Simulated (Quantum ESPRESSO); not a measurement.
Crystal: Hf.

```xyz
1
Lattice="0.0000 2.2200 2.2200 2.2200 0.0000 2.2200 2.2200 2.2200 0.0000" Properties=species:S:1:pos:R:3 pbc="T T T"
Hf    0.0000    0.0000    0.0000
```

This isn't the form of Hf at room conditions, which is hcp.

```yaml
Program: Quantum ESPRESSO 7.5
Task: relaxation of cell and atoms
Functional: PBEsol
Dispersion: D3(BJ)
Potentials_or_basis: GBRV 1.5 PBEsol
Cutoff: 612 eV
Density_cutoff: 4898 eV
k_mesh: 10 × 10 × 10
Occupations: fermi-dirac, width 0.05 eV
Spin: no spin polarisation
```

At the start: pressure -5.0 GPa; volume 21.88 Å³/atom.

Task: How do energy, volume and symmetry change on relaxing?

Result: Over 7 steps the energy falls by 13.6 meV/atom and the volume is 20.91 Å³/atom (-4.4 %); space group Fm-3m (No. 225, to 0.05 Å).

Step by step:
| step | energy change (eV) | largest force (eV/Å) | pressure (GPa) | volume (Å³) |
| --- | --- | --- | --- | --- |
| 1 | 0.0000 | 0.0000 | -4.96 | 21.88 |
| 2 | -0.0099 | 0.0000 | -2.85 | 21.44 |
| 3 | -0.0129 | 0.0000 | 0.82 | 20.77 |
| 4 | -0.0130 | 0.0000 | 0.72 | 20.79 |
| 5 | -0.0133 | 0.0000 | 0.54 | 20.82 |
| 6 | -0.0135 | 0.0000 | 0.29 | 20.86 |
| 7 | -0.0136 | 0.0000 | 0.02 | 20.91 |

Final structure:
```
Hf
1.0
     0.00000    2.18662    2.18662
     2.18662    0.00000    2.18662
     2.18662    2.18662    0.00000
Hf
1
Direct
  0.00000 0.00000 0.00000
```

Caveat: pairwise dispersion overbinds metals, which lowers pressure and volume.
